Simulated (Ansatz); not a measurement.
## CaO: pressure as volume per atom varies

All results are calculated (Ansatz 0.2.0). Density functional stress and forces at fixed atoms, pressure and stress positive in compression, spin-unpolarised plane waves.

Cell of the first row (space group Fm-3m, No. 225):
```
CELL_PARAMETERS angstrom
0.00000 2.27770 2.27770
2.27770 0.00000 2.27770
2.27770 2.27770 0.00000
ATOMIC_POSITIONS crystal
Ca 0.00000 0.00000 0.00000
O 0.50000 0.50000 0.50000
```

Settings of every row: periodic directions 3; functional PBE; spin orbit no; potentials PAW; wave cutoff 420 eV; k mesh 10x10x10; smearing width 0.02 eV.

| row | volume per atom (Å³) | pressure (GPa) |
| --- | --- | --- |
| 1 | 11.816 | 27.24 |
| 2 | 12.578 | ? |
| 3 | 12.86 | 11.76 |
| 4 | 13.372 | 6.19 |
| 5 | 13.782 | 2.46 |
| 6 | 14.077 | 0.11 |
| 7 | 14.271 | -1.3 |
| 8 | 15.06 | -6.06 |
| 9 | 15.503 | -8.18 |
| 10 | 15.588 | -8.54 |
| 11 | 16.128 | -10.62 |

Question: what pressure should row 2 give?

Worked fit of pressure. Take u = (V_r/V)^(2/3) − 1 with V_r = 14.174 Å³ an atom, which is twice the finite (Eulerian) strain; such expansions in the strain, on which the Birch-Murnaghan equation of state is built, carry the rest volume and the bulk modulus. The shown rows have u = 0.12897, 0.06701, 0.03959, 0.01887, 0.00459, -0.00454, -0.03962, -0.058, -0.06143, -0.0825. Least squares give pressure = −0.606 + 154.059 × u + 428.67 × u² + 394.6 × u³ GPa; a parabola predicts inner rows, each left out in turn, worse (root mean square 0.092 against 0.0035 GPa). All shown rows lie on it to the printed digit. The pressure vanishes at u = 0.0039, or V = 14.09 Å³ an atom, and there the bulk modulus with atoms relaxed is B = −V dP/dV = (2/3)(1 + u) dP/du = 105 GPa. The withheld row has u = 0.0829, so the fit gives −0.606 + 154.059 × (0.0829) + 428.67 × (0.0829)² + 394.6 × (0.0829)³ = 15.34 GPa.

The calculation gave 15.34 GPa. The fit meets it to the printed digit.
